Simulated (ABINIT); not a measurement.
# Hf (P6/mmm) in ABINIT: reference runs, part 2 of 2

ABINIT 10.8.3 (patched build). The steps go on from the part before.

### 3 Equation of state, PBEsol

run.abi

```
ndtset 7
getwfk -1
scalecart1 3*0.9795861087
scalecart2 3*0.9864848297
scalecart3 3*0.9932883884
scalecart4 3*1.0000000000
scalecart5 3*1.0066227096
scalecart6 3*1.0131594038
scalecart7 3*1.0196128224

pp_dirpath "./"
pseudos "Hf.upf"

acell 9.3774437783 9.3774437782 5.8321337095
rprim
     1.0000000000     0.0000000000     0.0000000000
    -0.5000000000     0.8660254038     0.0000000000
     0.0000000000     0.0000000000     1.0000000000
ntypat 1
znucl 72
natom 3
typat 1 1 1
xred
     0.0000000000     0.0000000000     0.0000000000
     0.3333333333     0.6666666667     0.5000000000
     0.6666666667     0.3333333333     0.5000000000

ecut 789.130201 eV

kptopt 1
ngkpt 6 6 9
nshiftk 1
shiftk 0.0 0.0 0.0

ixc -116133

nband 22
occopt 3
tsmear 0.05 eV

nstep 100
tolvrs 1.0e-10

iomode 3
prtwf 1
prtden 0
prteig 0
prtebands 0
enunit 1
```

Potentials or basis: PseudoDojo NC SR PBEsol v0.4.1 standard.

Launch:

```bash
$ abinit run.abi > log 2>&1
```

run.abo:

```text
.Version 10.8.3 of ABINIT
 DATASET    1 : space group P6/m m m (#191); Bravais hP (primitive hexag.)
================================================================================
 Values of the parameters that define the memory need for DATASET  1.
     intxc =       0    ionmov =       0      iscf =       7    lmnmax =       8
     lnmax =       8     mgfft =      48  mpssoang =       4    mqgrid =    3001
     natom =       3  nloc_mem =       1    nspden =       1   nspinor =       1
    nsppol =       1      nsym =      24    n1xccc =    2501    ntypat =       1
    occopt =       3   xclevel =       2
       mpw =        3141          nfft =       69120          nkpt =          35
================================================================================
================================================================================
[... 61 lines left out ...]
 DATASET    7 : space group P6/m m m (#191); Bravais hP (primitive hexag.)
================================================================================
[... 1239 lines left out ...]
                      -1.9272055995E-29 -2.5591471448E-28 -0.0000000000E+00
            fcart4    -9.5713547203E-29 -1.1052048448E-29 -0.0000000000E+00
[... 52 lines left out ...]
           xangst3     0.0000000000E+00  0.0000000000E+00  0.0000000000E+00
                       1.7520867428E-11  2.8457735135E+00  1.5327593279E+00
                       2.4645121561E+00  1.4228867567E+00  1.5327593279E+00
           xangst4     0.0000000000E+00  0.0000000000E+00  0.0000000000E+00
                       1.7639147398E-11  2.8650022961E+00  1.5431161240E+00
                       2.4811647703E+00  1.4325011481E+00  1.5431161240E+00
           xangst5     0.0000000000E+00  0.0000000000E+00  0.0000000000E+00
                       1.7756017414E-11  2.8839763743E+00  1.5533357339E+00
                       2.4975968041E+00  1.4419881872E+00  1.5533357339E+00
           xangst6     0.0000000000E+00  0.0000000000E+00  0.0000000000E+00
                       1.7871399140E-11  2.9027040182E+00  1.5634226121E+00
                       2.5138154194E+00  1.4513520091E+00  1.5634226121E+00
           xangst7     0.0000000000E+00  0.0000000000E+00  0.0000000000E+00
                       1.7985214241E-11  2.9211930773E+00  1.5733809864E+00
                       2.5298274143E+00  1.4605965387E+00  1.5733809864E+00
             xred      0.0000000000E+00  0.0000000000E+00  0.0000000000E+00
                       3.3333333333E-01  6.6666666667E-01  5.0000000000E-01
                       6.6666666667E-01  3.3333333333E-01  5.0000000000E-01
 Calculation completed.
```

Wall time 7.9 min (1 thread of Arm Neoverse V2, shared host); peak memory 0.14 GiB.

Results:

```yaml
Equilibrium_volume: 21.48 Å³/atom
Bulk_modulus_at_fixed_shape_and_positions: 114 GPa
Pressure_derivative_of_the_bulk_modulus: 3.4
```

Energy against volume, from the lowest point:
| volume (Å³/atom) | energy (meV/atom) |
| --- | --- |
| 20.622 | 13.05 |
| 21.061 | 3.04 |
| 21.500 | 0.00 |
| 21.939 | 3.34 |
| 22.377 | 12.52 |
| 22.816 | 27.03 |
| 23.255 | 46.41 |

Caveat: pressures at fixed basis lie under the slope of the energies; the cell was scaled at fixed shape and fractional positions, which overstates the stiffness of a crystal with free parameters, most of all of layers and chains.

### 4 Single point, PBEsol (atoms moved at random, drawn with an rms of 0.05 Å)

run.abi

```
# Pseudopotentials
pp_dirpath "./"
pseudos "Hf.upf"

# Structure
acell 9.3774437783 9.3774437782 5.8321337095
rprim
     1.0000000000     0.0000000000     0.0000000000
    -0.5000000000     0.8660254038     0.0000000000
     0.0000000000     0.0000000000     1.0000000000
ntypat 1
znucl 72
natom 3
typat 1 1 1
xred
     0.0076580000     0.0089810000     0.0095940000
     0.3393230000     0.6644730000     0.4890650000
     0.6661210000     0.3289140000     0.5034020000
chkprim 0
chksymtnons 0
tolsym 1.0e-6

# Plane-wave basis
ecut 29.0

# k points
kptopt 1
ngkpt 6 6 9
nshiftk 1
shiftk 0.0 0.0 0.0

# Exchange and correlation
ixc -116133

# Bands and occupations
nband 22
occopt 3
tsmear 0.00183747

# SCF cycle
nstep 100
tolvrs 1.0e-10

# Output
iomode 3
prtwf 0
prtden 0
prteig 0
prtebands 0
enunit 1
```

Launch:

```bash
$ abinit run.abi > log 2>&1
```

It took 6.2 min on 1 thread of Arm Neoverse V2, shared host; peak memory 0.25 GiB.

It converged, with:

```yaml
Free_energy: -4602.5327 eV
Pressure: -2.2 GPa
Largest_force: 0.251 eV/Å
Band_gap_on_the_k_mesh: none (metal or under the smearing width)
Valence_electrons_inside_the_program's_atomic_spheres: Hf 8.36, 8.46 (radii [1.0584] Å)
```

Forces on the atoms (eV/Å):
```
Hf   0.006 -0.146 -0.204
Hf  -0.087  0.058  0.162
Hf   0.081  0.088  0.042
```

Stress tensor (GPa, compression positive):
```
-2.46 -0.10 -0.02
-0.10 -2.32  0.10
-0.02  0.10 -1.93
```

Levels at points of the mesh, in eV from the Fermi level:
```
           k point  band 14  band 15  band 16  band 17  band 18  band 19  band 20  band 21  band 22
(0.00, 0.00, 0.00)    -2.50    -0.71    -0.65    -0.59    -0.56    -0.52     1.12     2.14     2.15
(0.50, 0.00, 0.00)    -4.51    -3.53    -0.44    -0.37    -0.30     0.16     0.84     1.12     1.60
(0.00, 0.50, 0.00)    -4.48    -3.54    -0.50    -0.46    -0.29     0.26     0.89     1.12     1.60
(0.50, 0.50, 0.00)    -4.48    -3.55    -0.54    -0.41    -0.31     0.26     0.90     1.12     1.60
```

The run has no spin-orbit coupling, so splittings on Hf are missing.

### 5 Summary

```tsv
task	cell	gap on the mesh (eV)	pressure (GPa)
single point	as given	none	-2.3
equation of state	as given	-	-
single point	atoms moved at random, drawn with an rms of 0.05 Å	none	-2.2
```

Alike in all rows: level PBEsol; potentials or basis PseudoDojo NC SR PBEsol v0.4.1 standard; no spin polarisation; k mesh 6 × 6 × 9; cutoff (eV) 789; smearing fermi-dirac 0.05 eV.

Caveats: pressures at fixed basis lie under the slope of the energies (some runs); the cell was scaled at fixed shape and fractional positions, which overstates the stiffness of a crystal with free parameters, most of all of layers and chains (some runs).

Absolute energies hang on the potentials; compare differences alone.
